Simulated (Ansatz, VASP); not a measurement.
# One calculation of Mo, two programs

```
Mo
1.0
     4.66445    0.00000    0.00000
    -2.33223    4.03953    0.00000
     0.00000    0.00000    2.52697
Mo
3
Direct
  0.00000 0.00000 0.00000
  0.33333 0.66667 0.50000
  0.66667 0.33333 0.50000
```

Alike in both runs: functional r2SCAN; k mesh 6 × 6 × 6; occupations gaussian, width 0.1 eV; no spin polarisation.

Ansatz relaxed the structure, and its values are those at the end. VASP's run is a single point on that final structure, the one shown.

```csv
,VASP,Ansatz
version,VASP 6.6.1,Ansatz 0.2.0
potentials or method,"VASP PAW PBE potentials, release 64 (Mo_sv)","scalar-relativistic, plane waves, PAW"
plane-wave cutoff (eV),520,500
valence electrons in the cell,42,42
```

Ansatz gave:

| Item | Value |
| --- | --- |
| gap on the k mesh at the Fermi level (eV) | none |
| pressure (GPa) | 0.0 |

Task: Which values does VASP return?

Result: gap on the k mesh at the Fermi level (eV): none; pressure (GPa): 1.0.

A gap of «none» marks a metal or a gap that the smearing closes.

Caveats: the k mesh is coarse (spacing up to 0.41 Å⁻¹), so the values aren't converged; the PAW data sets were made with another functional, which shifts forces and pressure a little (VASP).
